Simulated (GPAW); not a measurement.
SnO: single point with PBE

The system is SnO.

```xyz
4
Lattice="3.8137 0.0000 0.0000 0.0000 3.8137 0.0000 0.0000 0.0000 4.8869" Properties=species:S:1:pos:R:3 pbc="T T T"
Sn    1.9068    0.0000    3.7367
Sn    0.0000    1.9068    1.1503
O     0.0000    0.0000    0.0000
O     1.9068    1.9068    0.0000
```

The cell is a database's computed one.

- Program: GPAW 26.7.0
- Task: single point
- Functional: PBE
- Potentials or basis: GPAW PAW data sets (gpaw-data 1.2.1)
- Cutoff: 600 eV
- Basis: pw
- k mesh: 6 × 6 × 5
- Occupations: fermi-dirac, width 0.05 eV
- Spin: no spin polarisation
- Maxiter: 120
- Convergence: default

```
Pressure               : 0.3 GPa
Largest force          : 0.322 eV/Å
Band gap on the k mesh : 0.15 eV, indirect (least direct gap 2.02 eV)
```

Forces on the atoms (eV/Å):
```
Sn   0.000  0.000 -0.322
Sn   0.000  0.000  0.322
O    0.000  0.000  0.000
O    0.000  0.000  0.000
```

Stress tensor (GPa, compression positive):
```
 0.48  0.00  0.00
 0.00  0.48  0.00
 0.00  0.00 -0.05
```

Levels at points of the mesh, in eV from the valence-band top:
| k point | band 16 | band 17 | band 18 | band 19 | band 20 | band 21 | band 22 | band 23 | band 24 | band 25 |
| --- | --- | --- | --- | --- | --- | --- | --- | --- | --- | --- |
| (0.00, 0.00, 0.00) | -6.28 | -3.49 | -3.21 | -3.21 | 0.00 | 2.03 | 4.25 | 4.73 | 4.73 | 5.65 |
| (0.50, 0.00, 0.00) | -5.02 | -4.87 | -4.87 | -2.67 | -2.67 | 3.14 | 3.14 | 5.90 | 5.90 | 5.91 |
| (0.50, 0.50, 0.00) | -5.15 | -2.55 | -2.55 | -1.87 | -1.87 | 0.15 | 0.15 | 4.47 | 4.47 | 7.12 |

Wall time 38 s on 1 thread of Intel(R) Xeon(R) 6975P-C (Granite Rapids) (shared host), peak memory 0.19 GiB.

Caveat: the cutoff is short for stress and forces, so pressures can be off by a GPa or more; spin-orbit coupling is left out, which moves the levels of the heavy elements; an odd mesh through Γ misses points on the zone boundary, where band edges often lie. As with any semilocal functional, this PBE gap is likely too small.
